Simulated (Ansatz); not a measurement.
Runs of Ansatz 0.2.0 on BeTe. The structure is cubic, space group F-43m (No. 216). Conventional cell: a = 5.540 Å, b = 5.540 Å, c = 5.540 Å, α = 90.00°, β = 90.00°, γ = 90.00°. Te (site symmetry -43m) has 4 Be at 2.40 Å as nearest neighbours. Around Be (site symmetry -43m) lie 4 Te at 2.40 Å. 

| task | level | spin | cell | k mesh | points for each segment of the path | gap on the mesh (eV) | pressure (GPa) | relaxed volume (Å³/atom) |
| --- | --- | --- | --- | --- | --- | --- | --- | --- |
| relaxation of cell and atoms | LDA | off | relaxed | 8 × 8 × 8 | - | 1.79 | 0.0 | (a) |
| band structure | LDA | SOC, no magnetisation | as given | 6 × 6 × 6 | 14 | 1.46 | 0.6 | - |
| relaxation of cell and atoms | PBEsol | off | relaxed | 8 × 8 × 8 | - | 1.84 | 0.0 | 22.02 |
| band structure | LDA | off | as given | 8 × 8 × 8 | 14 | (b) | 0.5 | - |
| band structure | PBEsol | off | as given | 8 × 8 × 8 | 14 | 1.75 | (c) | - |

Alike in all rows: potentials or basis Ansatz PAW; cutoff (eV) 420; smearing fermi-dirac 0.05 eV.

Estimate the missing entries.

(a) 21.42; (b) 1.77; (c) 2.3.

Caveats: the PAW data sets come from PBE, with cores solved anew for the run's functional, which leaves a small shift of forces and pressure; spin-orbit coupling is left out, which moves the levels of the heavy elements (some runs); the plane-wave basis is chosen anew once the cell has moved, so the energies of steps on either side of that aren't comparable (some runs).

A k mesh can miss the band edges, and rows without SOC leave out spin-orbit coupling on Te.

Runs at the PBE level aren't shown here.
